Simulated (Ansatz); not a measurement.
## From the elastic tensor of ZnSe at 5 GPa (stress–strain coefficients) to moduli and sound speeds

Level of theory: DFT LDA, scalar-relativistic, plane waves, PAW in Ansatz. Settings: 420 eV plane-wave cutoff, Γ-centred 8×8×8 mesh, fixed occupations. No spin polarisation.

It takes space group F-43m (No. 216, cubic). Conventional cell: a = 5.456 Å, b = 5.456 Å, c = 5.456 Å, α = 90.00°, β = 90.00°, γ = 90.00°. Zn (site symmetry -43m) is surrounded by 4 Se at 2.36 Å. Around Se (site symmetry -43m) lie 4 Zn at 2.36 Å.

Relaxed-ion constants (GPa, on the Cartesian axes of the calculation):
```
117.8  81.6  81.6   0.0   0.0   0.0
 81.6 117.8  81.6   0.0   0.0   0.0
 81.6  81.6 117.8   0.0   0.0   0.0
  0.0   0.0   0.0  43.4   0.0   0.0
  0.0   0.0   0.0   0.0  43.4   0.0
  0.0   0.0   0.0   0.0   0.0  43.4
```

Density 5.904 g/cm³; 2 atoms in 40.60 Å³.

The values that follow are for a polycrystal of randomly turned grains, by Hill's mean where one number stands.

| Quantity | Value |
| --- | --- |
| Bulk modulus, Voigt / Reuss / Hill | 93.7 / 93.7 / 93.7 GPa |
| Shear modulus, Voigt / Reuss / Hill | 33.3 / 27.8 / 30.5 GPa |
| Young's modulus | 83 GPa |
| Poisson ratio | 0.353 |
| Pugh ratio B/G | 3.07 |
| Universal anisotropy index | 0.98 |
| Longitudinal and transverse sound speeds | 4771 and 2274 m/s |
| Debye temperature from the mean sound speed | 279 K |

Cost: 1 run of about 0.84 core-minutes, on Intel Xeon 6975P-C (Granite Rapids) (shared hosts).

Compressed ZnSe resists a change of volume far more strongly than a change of shape: the bulk modulus is 93.7 GPa, against a Hill shear modulus of 30.5 GPa. The softest shear is the tetragonal one, governed by the small difference between 117.8 and 81.6 GPa. To first order it leaves the Zn–Se bond lengths unchanged and is opposed mainly by bond-angle forces, which are weak in so polar a tetrahedral semiconductor. The shear measured by the 43.4 GPa constant also stretches bonds, though sublattice displacement relieves part of that strain; hence the marked anisotropy. LDA overbinding probably makes the lattice somewhat too compact and the bulk modulus too high.

The Pugh ratio of 3.07 would nominally indicate ductility, yet ZnSe is a brittle, cleavable crystal. That rule was drawn from metals and captures neither dislocation mobility nor cleavage in a partly covalent solid. The tensor satisfies the cubic conditions for stability against homogeneous strain at this pressure, but this doesn't exclude a denser phase of lower enthalpy.
